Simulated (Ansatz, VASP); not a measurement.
**Two plane-wave programs on Pd**

```
Pd
1.0
     0.00000    1.97119    1.97119
     1.97119    0.00000    1.97119
     1.97119    1.97119    0.00000
Pd
1
Direct
  0.00000 0.00000 0.00000
```

Alike in both runs: functional PBE; k mesh 18 × 18 × 18; occupations gaussian, width 0.1 eV; no spin polarisation.

Ansatz relaxed the structure, and its values are those at the end. VASP's run is a single point on that final structure, the one shown.

|  | VASP | Ansatz |
| --- | --- | --- |
| version | VASP 6.6.1 | Ansatz 0.2.0 |
| potentials or method | VASP PAW PBE potentials, release 64 (Pd) | scalar-relativistic, plane waves, PAW |
| plane-wave cutoff (eV) | 520 | 420 |
| valence electrons in the cell | 10 | 18 |

|  | VASP | Ansatz | Ansatz less VASP |
| --- | --- | --- | --- |
| gap on the k mesh at the Fermi level (eV) | none | none | - |
| pressure (GPa) | -0.2 | 0.0 | +0.19 |

A gap of «none» marks a metal or a gap that the smearing closes. The two sets of potentials don't hold the same shells in valence.
